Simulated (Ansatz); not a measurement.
# CuO: the cost of one run

Method: DFT r2SCAN, PAW, plane waves, scalar-relativistic, in Ansatz 0.2.0.

## 1. Starting point

Symmetry: C2/c, No. 15, monoclinic system. Conventional cell: a = 4.673 Å, b = 3.477 Å, c = 5.119 Å, α = 90.00°, β = 98.56°, γ = 90.00°. Around Cu (site symmetry -1) lie 4 O at 1.91 to 1.98 Å. O (site symmetry 2) has 4 Cu at 1.91 to 1.98 Å as nearest neighbours.

Structure file:

```
Cu O
1.0
     2.33660   -1.73850    0.00000
     2.33660    1.73850    0.00000
    -0.76216    0.00000    5.06194
Cu O
2 2
Direct
  0.00000 0.50000 0.00000
  0.50000 0.00000 0.50000
  0.54830 0.45170 0.25000
  0.45170 0.54830 0.75000
```

In tables a label like O4 counts atoms in the order of input.yaml; a structure file may count by element.

Known so far: 9 plain starts ended in 3 states. The lowest came from “opposed moments +-, plain SCF [Cu1 1.00, Cu2 -1.00 μB]”: antiferromagnetic, site moments Cu1 0.54, Cu2 -0.54 μB, total 0.00 μB per cell, a gap of 0.26 eV on the k-mesh, free energy -14397.3893 eV.

Runs to come: parallel moments, default search for lower states; opposed moments +-, default search for lower states; the moments typed in its input, symmetry off, plain SCF; the moments typed in its input, standard search for lower states.

A plain SCF has the search for lower states switched off and ends at the first converged state. The default search lets the program follow hints of a lower state (another filling of open shells, a soft direction), where it sees any. The standard and full searches may also try other magnetic orders and fillings, and need not reach the lowest state. With a search on, the program may also reshape the start on open shells. 

The total moment includes the space between the atomic spheres.

## 2. Parallel moments, default search for lower states

Input file input.yaml:

```yaml
crystal:
  lattice:
    - [2.3366, -1.7385, 0.0]
    - [2.3366, 1.7385, 0.0]
    - [-0.76216, 0.0, 5.06194]
  atoms:
    - { symbol: Cu, position: [0.0, 0.5, 0.0], spin: 1.0 }
    - { symbol: Cu, position: [0.5, 0.0, 0.5], spin: 1.0 }
    - { symbol: O, position: [0.5483, 0.4517, 0.25] }
    - { symbol: O, position: [0.4517, 0.5483, 0.75] }
magnetization:
  spin_polarized: true
hamiltonian:
  xc: r2scan
  pseudopotentials: { kind: paw }
basis:
  ecutwfc: 500
kpoints:
  mp_grid: { grid: [7, 7, 4] }
scf:
  occupations: { method: fermi_dirac, width: 0.05 }
output:
  forces: true
  stress: true
  write_density: true
  write_potential: true
  elf: true
  volumetric_format: npy
```

Started as:

```console
> ansatz run input.yaml --threads 2 --pin off --max-ram 5120MiB --backend cpu --events-out ev --progress --plain --runs-dir out
```

Q: Estimate wall time and peak memory on 2 threads of Arm Neoverse V1, shared host.

About 35 s, with a peak of 0.53 GiB.
